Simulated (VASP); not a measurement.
# Settings for CoO: Bader charges

CoO, Fm-3m (no. 225), 2 atoms in the cell. PBE, Bader analysis of the density; PAW potentials Co, O (PBE set). VASP 6.6.1.

Wanted: Bader charges within 0.02 e; Bader volumes within 2 %.

Bader charges: positive where electrons are lost; found after the run by Yu and Trinkle's weights, with regions from AECCAR0 + AECCAR2 (from CHGCAR where LAECHG is off, as in the naive input) and electrons from CHGCAR.

POSCAR:
```
CoO
1.0
    0.0000000000      2.1315000000      2.1315000000
    2.1315000000      0.0000000000      2.1315000000
    2.1315000000      2.1315000000      0.0000000000
Co O
1 1
Direct
    0.0000000000      0.0000000000      0.0000000000
    0.5000000000      0.5000000000      0.5000000000
```

The series start from Fine FFT grid: 48 × 48 × 48; Cutoff ENCUT (eV): 500; k mesh: 8 × 8 × 8; PREC: Accurate. Each series keeps the choices made before it, and each single choice may use up half of a tolerance.

## Fine FFT grid

| Fine FFT grid | Bader charges, largest deviation (e) | Bader volumes, largest deviation against the largest value | SCF iterations | Time (s) |
|---|---|---|---|---|
| 28 × 28 × 28 | 0.009 | 0.35 % | 15 | 7.5 |
| 36 × 36 × 36 | 0.005 | 0.21 % | 15 | 7.8 |
| 48 × 48 × 48 | 0.003 | 0.12 % | 15 | 9.2 |
| 70 × 70 × 70 | 0.001 | 0.039 % | 15 | 15 |
| 96 × 96 × 96 (reference) | 0.000 | 0 % | 15 | 39 |

Chosen: 28 × 28 × 28, the loosest value from which every tighter one stays within half of the tolerance.

## Cutoff ENCUT (eV)

| Cutoff ENCUT (eV) | Bader charges, largest deviation (e) | Bader volumes, largest deviation against the largest value | SCF iterations | Time (s) |
|---|---|---|---|---|
| 300 | 0.013 | 0.51 % | 15 | 8.9 |
| 400 | 0.004 | 0.32 % | 15 | 12 |
| 500 | 0.002 | 0.029 % | 15 | 7.5 |
| 700 (reference) | 0.000 | 0 % | 15 | 23 |

Chosen: 400.

## k mesh

| k mesh | Bader charges, largest deviation (e) | Bader volumes, largest deviation against the largest value | SCF iterations | Time (s) |
|---|---|---|---|---|
| 4 × 4 × 4 | 0.043 | 0.87 % | 16 | 6.0 |
| 6 × 6 × 6 | 0.018 | 0.38 % | 16 | 7.2 |
| 8 × 8 × 8 | 0.005 | 0.11 % | 15 | 12 |
| 11 × 11 × 11 (reference) | 0.000 | 0 % | 15 | 19 |

Chosen: 8 × 8 × 8.

## PREC

| PREC | Bader charges, largest deviation (e) | Bader volumes, largest deviation against the largest value | SCF iterations | Time (s) |
|---|---|---|---|---|
| Accurate | 0.000 | 0 % | 15 | 12 |
| Normal | 0.000 | 0.029 % | 15 | 6.7 |

Chosen: Normal, the fastest of those that stay within half of the tolerance.

## All choices together

| Input | Bader charges, largest deviation (e) | Bader volumes, largest deviation against the largest value | Time (s) |
|---|---|---|---|
| pseudo valence density as the reference, default grid (naive) | 0.094 | 4.3 % | 4.7 |
| chosen settings | 0.009 | 0.15 % | 6.7 |
| reference settings throughout | 0.000 | 0 % | 78 |

The tolerance is met.

Values of the reference run: Bader charges: 1.208, -1.208 e; Bader volumes: 9.075, 10.29 Å³.

## The input

INCAR:
```
PREC = Normal
ENCUT = 400
EDIFF = 1E-6
ISMEAR = 0
SIGMA = 0.05
LASPH = True
LREAL = False
ALGO = Normal
NELM = 120
LWAVE = False
LCHARG = True
NBANDS = 18
KPAR = 2
GGA = PE
ISPIN = 2
MAGMOM = 2 0
LMAXMIX = 4
LAECHG = True
LORBIT = 11
NGXF = 28
NGYF = 28
NGZF = 28
```

KPOINTS:
```
Automatic mesh
0
Gamma
  8 8 8
  0 0 0
```

Commands:
```
cat potpaw_PBE.64/Co/POTCAR potpaw_PBE.64/O/POTCAR > POTCAR
mpirun -np 2 vasp_std > vasp.out
# then, outside VASP: Bader regions from AECCAR0 + AECCAR2, electrons from CHGCAR
```

Limits: the charges usually drift with the spacing of the fine grid, so the finest grid run can still be off by some thousandths to hundredths of an electron; the moments start parallel and no Hubbard U is used, which isn't the ground state of many such compounds.

The chosen input took VASP 6.6.1 6.7 s on 2 cores (Intel Xeon Platinum 8375C @ 2.90GHz (Ice Lake)), a shared host.
